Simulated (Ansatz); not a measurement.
Born–Oppenheimer molecular dynamics of a periodic cell of 16 atoms, C (start crystal C, start structure diamond, volume 1.1 times the crystal's). It goes on from the last frame of an earlier run, with new velocities.

Theory: Ansatz, DFT PBE, scalar-relativistic, plane waves, PAW. Settings: cutoff 420 eV, k mesh 3x3x3, fermi-dirac smearing 0.17 eV, no spin polarisation.

```json
{
  "ensemble": "NVE (velocity Verlet)",
  "time step": "1 fs",
  "steps asked": "160",
  "starting velocities drawn for": "1200 K",
  "seed": "979404"
}
```

Frames 10 fs apart, positions in Å.

Velocities at 40.0 fs (Å/ps):

```
C 4.70 -9.84 -5.04
C -1.35 -5.55 -8.03
C 0.03 -10.59 2.27
C -6.27 -7.53 3.95
C -2.99 5.53 -0.67
C -1.74 8.52 11.30
C 13.66 13.52 0.17
C 0.86 6.31 3.93
C -12.85 -5.08 -20.88
C -0.95 -13.07 0.24
C 6.60 0.25 9.46
C 0.39 12.34 8.67
C 7.62 1.29 4.95
C -5.40 11.51 -11.69
C 7.90 7.28 -14.67
C -10.23 -14.88 16.02
```

```xyz
16
Lattice="0.0000 3.6852 3.6852 3.6852 0.0000 3.6852 3.6852 3.6852 0.0000" Properties=species:S:1:pos:R:3 time_fs=40.0 energy_less_start_eV=0.092 T=1154
C -0.059 0.024 -0.013
C 0.927 0.923 0.925
C 2.043 1.768 0.020
C 2.737 2.804 0.931
C 1.788 0.046 1.832
C 2.677 0.963 2.794
C 3.766 1.873 1.816
C 4.589 2.586 2.846
C 0.054 1.848 1.750
C 0.859 2.898 2.732
C 1.808 3.779 1.794
C 2.813 4.466 2.746
C 1.788 1.886 3.619
C 2.804 2.784 4.669
C 3.658 3.598 3.747
C 4.602 4.604 4.645
16
Lattice="0.0000 3.6852 3.6852 3.6852 0.0000 3.6852 3.6852 3.6852 0.0000" Properties=species:S:1:pos:R:3 time_fs=50.0 energy_less_start_eV=-0.676 T=1546
C -0.026 -0.033 -0.049
C 0.923 0.857 0.838
C 1.865 1.734 0.033
C 2.780 2.724 0.949
C 1.822 0.038 1.886
C 2.721 1.000 2.820
C 3.741 1.919 1.881
C 4.682 2.784 2.812
C -0.074 1.831 1.696
C 0.890 2.687 2.725
C 1.872 3.662 1.927
C 2.831 4.664 2.784
C 1.838 1.905 3.725
C 2.680 2.842 4.516
C 3.763 3.683 3.623
C 4.545 4.556 4.686
16
Lattice="0.0000 3.6852 3.6852 3.6852 0.0000 3.6852 3.6852 3.6852 0.0000" Properties=species:S:1:pos:R:3 time_fs=60.0 energy_less_start_eV=0.084 T=1157
C 0.004 -0.087 -0.030
C 0.847 0.853 0.871
C 1.726 1.912 0.004
C 2.814 2.710 0.968
C 1.925 0.040 1.831
C 2.839 0.920 2.773
C 3.622 1.813 1.926
C 4.701 2.924 2.733
C -0.075 1.855 1.816
C 0.927 2.608 2.728
C 1.878 3.533 1.919
C 2.753 4.695 2.720
C 1.770 1.795 3.751
C 2.717 2.821 4.520
C 3.744 3.839 3.662
C 4.659 4.623 4.660
16
Lattice="0.0000 3.6852 3.6852 3.6852 0.0000 3.6852 3.6852 3.6852 0.0000" Properties=species:S:1:pos:R:3 time_fs=70.0 energy_less_start_eV=0.075 T=1162
C 0.045 -0.096 0.053
C 0.877 0.997 0.945
C 1.800 1.998 -0.059
C 2.700 2.711 0.933
C 1.903 0.056 1.697
C 2.809 0.775 2.777
C 3.758 1.818 1.844
C 4.513 2.858 2.768
C -0.002 1.826 1.850
C 0.920 2.720 2.803
C 1.855 3.653 1.798
C 2.620 4.585 2.777
C 1.884 1.733 3.645
C 2.888 2.788 4.647
C 3.628 3.833 3.710
C 4.654 4.598 4.664
16
Lattice="0.0000 3.6852 3.6852 3.6852 0.0000 3.6852 3.6852 3.6852 0.0000" Properties=species:S:1:pos:R:3 time_fs=80.0 energy_less_start_eV=-0.517 T=1464
C 0.005 0.011 0.065
C 1.012 1.016 0.918
C 1.796 1.850 -0.042
C 2.763 2.780 0.879
C 1.787 -0.008 1.838
C 2.765 0.829 2.732
C 3.739 1.850 1.812
C 4.482 2.767 2.726
C 0.049 1.845 1.928
C 0.976 2.776 2.845
C 1.754 3.765 1.839
C 2.693 4.617 2.807
C 2.038 1.822 3.621
C 2.816 2.724 4.635
C 3.594 3.592 3.713
C 4.584 4.616 4.535
16
Lattice="0.0000 3.6852 3.6852 3.6852 0.0000 3.6852 3.6852 3.6852 0.0000" Properties=species:S:1:pos:R:3 time_fs=90.0 energy_less_start_eV=-0.236 T=1321
C 0.015 0.097 -0.029
C 0.933 0.853 0.972
C 1.864 1.780 0.029
C 2.789 2.877 0.923
C 1.792 -0.067 1.965
C 2.804 1.009 2.716
C 3.542 1.828 1.700
C 4.627 2.655 2.738
C 0.068 1.884 1.947
C 0.996 2.832 2.772
C 1.806 3.743 1.874
C 2.841 4.623 2.748
C 1.835 1.891 3.702
C 2.679 2.673 4.660
C 3.685 3.564 3.644
C 4.576 4.610 4.490
16
Lattice="0.0000 3.6852 3.6852 3.6852 0.0000 3.6852 3.6852 3.6852 0.0000" Properties=species:S:1:pos:R:3 time_fs=100.0 energy_less_start_eV=0.598 T=894
C 0.036 0.101 -0.059
C 0.871 0.829 1.033
C 1.943 1.804 0.056
C 2.694 2.822 0.877
C 1.896 -0.061 1.875
C 2.700 1.032 2.779
C 3.633 1.847 1.735
C 4.672 2.608 2.836
C -0.006 1.827 1.793
C 0.882 2.869 2.721
C 1.971 3.743 1.782
C 2.870 4.562 2.788
C 1.633 1.871 3.714
C 2.754 2.784 4.699
C 3.769 3.664 3.630
C 4.535 4.549 4.596
16
Lattice="0.0000 3.6852 3.6852 3.6852 0.0000 3.6852 3.6852 3.6852 0.0000" Properties=species:S:1:pos:R:3 time_fs=110.0 energy_less_start_eV=-0.853 T=1637
C -0.084 0.025 -0.017
C 0.977 0.942 0.897
C 1.850 1.778 0.008
C 2.839 2.703 0.839
C 1.874 0.022 1.858
C 2.626 0.925 2.810
C 3.762 1.844 2.000
C 4.657 2.765 2.786
C -0.049 1.825 1.782
C 0.828 2.782 2.713
C 1.859 3.682 1.806
C 2.795 4.575 2.765
C 1.762 1.902 3.650
C 2.807 2.803 4.525
C 3.740 3.642 3.750
C 4.608 4.636 4.679
16
Lattice="0.0000 3.6852 3.6852 3.6852 0.0000 3.6852 3.6852 3.6852 0.0000" Properties=species:S:1:pos:R:3 time_fs=120.0 energy_less_start_eV=0.024 T=1187
C -0.074 -0.106 0.022
C 0.920 0.967 0.809
C 1.867 1.840 -0.097
C 2.871 2.672 1.036
C 1.774 0.087 1.780
C 2.786 0.878 2.803
C 3.728 1.827 1.986
C 4.621 2.906 2.777
C -0.004 1.850 1.835
C 0.876 2.703 2.728
C 1.744 3.594 1.881
C 2.683 4.575 2.693
C 1.918 1.879 3.645
C 2.744 2.734 4.511
C 3.684 3.756 3.737
C 4.714 4.691 4.707
16
Lattice="0.0000 3.6852 3.6852 3.6852 0.0000 3.6852 3.6852 3.6852 0.0000" Properties=species:S:1:pos:R:3 time_fs=130.0 energy_less_start_eV=0.135 T=1131
C 0.087 -0.107 0.043
C 0.815 0.902 0.873
C 1.865 1.963 -0.054
C 2.658 2.707 1.058
C 1.799 0.046 1.738
C 2.895 0.871 2.738
C 3.729 1.853 1.810
C 4.582 2.888 2.792
C -0.043 1.802 1.754
C 0.942 2.659 2.830
C 1.852 3.639 1.890
C 2.719 4.625 2.746
C 1.925 1.736 3.722
C 2.753 2.836 4.684
C 3.656 3.846 3.625
C 4.618 4.585 4.604
16
Lattice="0.0000 3.6852 3.6852 3.6852 0.0000 3.6852 3.6852 3.6852 0.0000" Properties=species:S:1:pos:R:3 time_fs=140.0 energy_less_start_eV=-0.499 T=1455
C 0.057 -0.022 -0.033
C 0.919 0.897 0.946
C 1.696 1.921 0.077
C 2.688 2.817 0.835
C 1.903 0.000 1.919
C 2.832 0.892 2.729
C 3.679 1.842 1.781
C 4.587 2.767 2.679
C -0.050 1.853 1.846
C 1.031 2.660 2.859
C 1.854 3.701 1.905
C 2.779 4.747 2.787
C 1.881 1.732 3.732
C 2.779 2.819 4.620
C 3.660 3.683 3.648
C 4.558 4.543 4.524
16
Lattice="0.0000 3.6852 3.6852 3.6852 0.0000 3.6852 3.6852 3.6852 0.0000" Properties=species:S:1:pos:R:3 time_fs=150.0 energy_less_start_eV=-0.264 T=1335
C -0.010 0.046 -0.051
C 0.985 0.950 1.043
C 1.749 1.793 0.009
C 2.829 2.878 0.836
C 1.888 -0.039 1.914
C 2.744 0.947 2.792
C 3.605 1.828 1.736
C 4.551 2.654 2.712
C 0.092 1.912 1.982
C 0.975 2.837 2.722
C 1.838 3.748 1.824
C 2.691 4.639 2.813
C 1.840 1.868 3.667
C 2.806 2.649 4.549
C 3.661 3.565 3.662
C 4.609 4.579 4.644
```

Of the whole run (160 fs, mean temperature of the second half 1283 K): The conserved energy stayed within 0.53 meV per atom of its start (net change -0.033 meV per atom), so the integration is sound. A run of 0.16 ps of so small a system gives no equilibrium averages.

Run time: 9.4 min on 1 thread of Arm Neoverse V2 (shared host), peak memory 0.34 GiB.
